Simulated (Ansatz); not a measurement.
# Ti (P6/mmm) in Ansatz: notebook

The runs below take Ti through single point, with PBE.

Program: Ansatz 0.2.0. These are calculated values, not measurements. Logs are shortened: lines on timing, memory, paths and dates and some standing lists are left out, and cuts for length are marked.

## Step 1: The crystal as given

It takes space group P6/mmm (No. 191, hexagonal). Conventional cell: a = 4.567 Å, b = 4.567 Å, c = 2.826 Å, α = 90.00°, β = 90.00°, γ = 120.00°. Ti (site symmetry -6m2) is surrounded by 11 Ti at 2.64 to 2.99 Å. Ti (site symmetry 6/mmm) is surrounded by 14 Ti at 2.83 to 2.99 Å.

This isn't the form of Ti at room conditions, which is hcp.

## Step 2: Single point, PBE

The input, input.yaml:

```yaml
crystal:
  lattice:
    - [4.5673748306, 0.0, 0.0]
    - [-2.2836874153, 3.9554626319, 0.0]
    - [0.0, 0.0, 2.82624427]
  atoms:
    - { symbol: Ti, position: [0.6666666667, 0.3333333333, 0.5] }
    - { symbol: Ti, position: [0.3333333333, 0.6666666667, 0.5] }
    - { symbol: Ti, position: [0.0, 0.0, 0.0] }
hamiltonian:
  xc: pbe
  pseudopotentials: { kind: paw }
kpoints:
  mp_grid: { grid: [7, 7, 9] }
scf:
  occupations: { method: gaussian, width: 0.02 }
output:
  forces: true
  stress: true
  eigenvalues: true
```

Potentials or basis: Ansatz PAW.

Command:

```console
$ ansatz run input.yaml --threads 2 --pin off --max-ram 5632MiB --backend cpu --events-out ev --progress --plain --runs-dir out
```

The log of the run:

```text
Warning: RAYON_NUM_THREADS=2 ignored (pool sized by the plan → 2); use --threads N
Engine: ansatz 0.2.0, aarch64-unknown-linux-gnu
Pseudopotentials: kind: paw
Pseudopotential: Ti, paw, valence charge 12, recommended cutoff 420 eV (normal), Ti.paw.azcp
Functional definition: PBE
  parameter kappa = 0.804
  parameter beta = 0.06672455060314922
  exchange = pbe_x(kappa = kappa, mu = beta*pi^2/3)
  correlation = pbe_c(beta = beta)
Crystal: 3 atoms, lattice volume = 51.059 Å³
Basis set: ecut = 420 eV, 975 PW (Γ), exchange–correlation on 64×64×40 points (8 copies of the dense FFT grid, shifted against one another)
Bands: 22, of which v1, the nominal top of the filled ones, is band 18 counted from 1 (17 counted from 0)
Symmetry: 24 space group operations
Space group: P6/mmm (ITA 191), of the structure as read, at distance tolerance 3.7e-5 Å
k-points: 40 of 441
Non-local potential: Ti, projectors of the file, l = 0: 3, l = 1: 2, l = 2: 3, l = 3: 1
PAW form: soft (Blöchl's): semilocal exchange-correlation on the pseudo side does not see the compensation charge
PAW one-centre angular grid: Ti, 590 points (default); XC on 64 Gauss nodes
Initial density: superposition of atomic densities (neutral atoms: chi_scale 0, normalization atom), corrected by the library's trained network
Initial wavefunctions: pseudopotential atomic-orbital guess
Functional: x = pbe(κ = 0.804, μ = 0.2195149727645171), c = pbe(β = 0.06672455060314922)
SCF iter   1: F=—  HF=-7499.030618 eV  |F-HF|=—  |Δ(HF+E_count)|=         —  Δρ=1.08e-2  dr2=8.00e-2  ethr=1.77e-3  ⟨swp⟩=4.1  Hψ=3092  notcnv=0
preconditioner: auto → none  [metal: Δε(μ)=0.014 eV  Ē_g=2.476 eV  σ=0.020 eV  W_gap=0.37  n_scr=8 (ndim 8)  ℏωp=18.0 eV  f_vac=0.000  D(μ)=2.66/eV (n_scr^D=26)  sad-step TF]
SCF iter   2: F=—  HF=-7499.022826 eV  |F-HF|=—  |Δ(HF+E_count)|=   7.79e-3  Δρ=6.82e-3  dr2=3.75e-2  ethr=2.22e-4  ⟨swp⟩=1.9  Hψ=1324  notcnv=0  defer=1
SCF iter   3: F=—  HF=-7499.018637 eV  |F-HF|=—  |Δ(HF+E_count)|=   4.19e-3  Δρ=9.15e-4  dr2=8.20e-4  ethr=1.04e-4  ⟨swp⟩=2.0  Hψ=1216  notcnv=0  defer=1
SCF iter   4: F=—  HF=-7499.018583 eV  |F-HF|=—  |Δ(HF+E_count)|=   5.46e-5  Δρ=2.94e-4  dr2=8.66e-5  ethr=2.28e-6  ⟨swp⟩=2.1  Hψ=1134  notcnv=0  defer=1
SCF iter   5: F=—  HF=-7499.018518 eV  |F-HF|=—  |Δ(HF+E_count)|=   6.50e-5  Δρ=8.14e-5  dr2=4.31e-6  ethr=2.41e-7  ⟨swp⟩=1.7  Hψ=911  notcnv=0  defer=1
SCF iter   6: F=—  HF=-7499.018518 eV  |F-HF|=—  |Δ(HF+E_count)|=   3.76e-7  Δρ=1.74e-5  dr2=2.64e-7  ethr=1.20e-8  ⟨swp⟩=2.1  Hψ=1122  notcnv=0  defer=1
SCF iter   7: F=-7499.018518 eV  HF=-7499.018518 eV  |F-HF|=4.49e-10  |Δ(HF+E_count)|=   1.76e-8  Δρ=2.16e-6  dr2=1.81e-9  ethr=2.78e-10  ⟨swp⟩=4.0  Hψ=2644  notcnv=0
SCF 1 converged in 7 iterations: F = -7499.018518 eV  dr2 = 1.81e-9
SCF converged after 7 iterations
Free energy (F): -7499.018518 eV
Harris-Foulkes:  -7499.018518 eV  (|F-HF|=4.49e-10)
Internal energy: -7499.018033 eV  (E = F + TS)
E sigma→0 (E₀):  -7499.018275 eV
Entropy (-TS):   -0.000484 eV (-0.161 meV/atom)
Fermi energy:    13.579032 eV
--- Per-component energies (eV) ---
  E_band       = -461.812522
  E_kinetic    = 818.550588
  E_local      = -2414.790756  (includes V_loc(G=0)·N_el)
  E_nonlocal   = 24.512578
  E_hartree    = 994.805083
  E_xc         = -292.870334
  E_vxc        = -366.454826  (∫ρ·V_xc dr)
  E_paw        = -3143.113513  (= ΣΔE_a)
  E_vpaw       = -513.238786  (= ΣTr[D̂ρ^β])
  E_aug_tail   = 0.000367  (compensation charges beyond the density's cutoff)
  E_ewald      = -3486.112046
  E_smearing   = -0.000484  (= −TS)
  E_closure    = -0.000000  (closes the sum)
  Σ components = -7499.018518   (vs F -7499.018518, Δ=0.00e0)
--- Forces (eV/Å), atoms counted from 1 ---
  atom   1  Ti    -0.00000000    -0.00000000     0.00000000
  atom   2  Ti     0.00000000     0.00000000     0.00000000
  atom   3  Ti     0.00000000     0.00000000     0.00000000
  max |Σ_I F_I| component: 1.85e-17 eV/Å
--- Stress (GPa, compression-positive) ---
        0.893472       0.000000       0.000000
        0.000000       0.893472       0.000000
        0.000000       0.000000       0.611330
  P = ⅓ Tr σ = 0.7994 GPa (7.994 kbar)
--- Band table (eV; the first three rows and the last of 40) ---
  k-point 0: bands = ["-43.2537", "-42.9868", "-42.8182", "-19.5837", "-19.5837", "-19.4748", "-19.4748", "-19.1928", "-18.9877", "-18.9036", "-18.8701", "-18.8701", "7.4896", "11.6259", "12.8733", "12.8733", "12.9662", "12.9662", "13.5679", "14.2725", "14.8867", "14.8867"]
  k-point 1: bands = ["-43.2456", "-42.9816", "-42.8119", "-19.5720", "-19.5720", "-19.4674", "-19.4674", "-19.2430", "-19.0486", "-18.9544", "-18.8710", "-18.8710", "7.7690", "11.8388", "12.6915", "12.6915", "12.8340", "12.8340", "13.9348", "14.5109", "14.8092", "14.8092"]
  k-point 2: bands = ["-43.2251", "-42.9686", "-42.7960", "-19.5420", "-19.5420", "-19.4488", "-19.4488", "-19.3676", "-19.2021", "-19.0816", "-18.8737", "-18.8737", "8.5549", "12.2539", "12.2539", "12.3114", "12.5177", "12.5177", "14.7647", "14.7647", "14.9618", "15.1796"]
  k-point 39: bands = ["-43.1852", "-42.8725", "-42.8394", "-19.7168", "-19.6007", "-19.5533", "-19.3582", "-19.3214", "-19.3015", "-19.2049", "-19.0835", "-18.8105", "10.9826", "11.7864", "12.2033", "12.5445", "12.5508", "12.7250", "13.8291", "14.2207", "14.4686", "14.8139"]
```

Wall time 1.2 s (2 threads of Arm Neoverse V2, shared host); peak memory 0.33 GiB.

What came out:

- Free energy: -7499.0185 eV
- Pressure: 0.8 GPa
- Band gap on the k mesh: none (metal or under the smearing width)

Stress tensor (GPa, compression positive):
```
0.89 0.00 0.00
0.00 0.89 0.00
0.00 0.00 0.61
```

## Step 3: Single point, PBE

Edit input.yaml of step 2 so:

```diff
@@ -15,3 +15,3 @@
 scf:
-  occupations: { method: gaussian, width: 0.02 }
+  occupations: { method: gaussian, width: 0.021 }
 output:
```

Potentials or basis: Ansatz PAW.

Command:

```console
$ ansatz run input.yaml --threads 2 --pin off --max-ram 5632MiB --backend cpu --events-out ev --progress --plain --runs-dir out
```

It took 1.2 s on 2 threads of Arm Neoverse V2, shared host; peak memory 0.33 GiB.

The run converged. Its results:

```yaml
Free_energy: -7499.0185 eV
Pressure: 0.8 GPa
Band_gap_on_the_k_mesh: none (metal or under the smearing width)
```

Stress tensor (GPa, compression positive):
```
0.89 0.00 0.00
0.00 0.89 0.00
0.00 0.00 0.62
```

Levels at points of the mesh, in eV from the Fermi level:
```csv
k point,band 14,band 15,band 16,band 17,band 18,band 19,band 20,band 21,band 22
"(0.00, 0.00, 0.00)",-1.95,-0.71,-0.71,-0.61,-0.61,-0.01,0.69,1.31,1.31
```

## Step 4: Single point, PBE

Edit input.yaml of step 3 so:

```diff
@@ -15,3 +15,3 @@
 scf:
-  occupations: { method: gaussian, width: 0.021 }
+  occupations: { method: gaussian, width: 0.022 }
 output:
```

Command:

```console
$ ansatz run input.yaml --threads 2 --pin off --max-ram 5632MiB --backend cpu --events-out ev --progress --plain --runs-dir out
```

Run time: 1.2 s. Hardware: 2 threads of Arm Neoverse V2, shared host; peak memory 0.32 GiB.

The run converged. Its results:

| Item | Value |
| --- | --- |
| Free energy | -7499.0186 eV |
| Pressure | 0.8 GPa |
| Band gap on the k mesh | none (metal or under the smearing width) |

Stress tensor (GPa, compression positive):
```
0.89 0.00 0.00
0.00 0.89 0.00
0.00 0.00 0.62
```

Levels at points of the mesh, in eV from the Fermi level:
```csv
k point,band 14,band 15,band 16,band 17,band 18,band 19,band 20,band 21,band 22
"(0.00, 0.00, 0.00)",-1.95,-0.71,-0.71,-0.61,-0.61,-0.01,0.69,1.31,1.31
```

## Step 5: Single point, PBE

Edit input.yaml of step 4 so:

```diff
@@ -15,3 +15,3 @@
 scf:
-  occupations: { method: gaussian, width: 0.022 }
+  occupations: { method: gaussian, width: 0.023 }
 output:
```

Command:

```console
$ ansatz run input.yaml --threads 2 --pin off --max-ram 5632MiB --backend cpu --events-out ev --progress --plain --runs-dir out
```

Run time: 1.2 s. Hardware: 2 threads of Arm Neoverse V2, shared host; peak memory 0.33 GiB.

Results (log left out):

| Quantity | Value |
| --- | --- |
| Free energy | -7499.0186 eV |
| Pressure | 0.8 GPa |
| Band gap on the k mesh | none (metal or under the smearing width) |

Stress tensor (GPa, compression positive):
```
0.89 0.00 0.00
0.00 0.89 0.00
0.00 0.00 0.62
```

Levels at points of the mesh, in eV from the Fermi level:
```
           k point  band 15  band 16  band 17  band 18  band 19  band 20  band 21  band 22
(0.00, 0.00, 0.00)    -0.71    -0.71    -0.61    -0.61    -0.01     0.69     1.31     1.31
```

## Step 6: Summary

```tsv
smearing	gap on the mesh (eV)	pressure (GPa)
gaussian 0.02 eV	none	0.8
gaussian 0.021 eV	none	0.8
gaussian 0.022 eV	none	0.8
gaussian 0.023 eV	none	0.8
```

Alike in all rows: task single point; level PBE; potentials or basis Ansatz PAW; no spin polarisation; cell as given; k mesh 7 × 7 × 9; cutoff (eV) 420.

Every run on the cell as given and a fine mesh finds a metal.

Absolute energies hang on the potentials; compare differences alone.
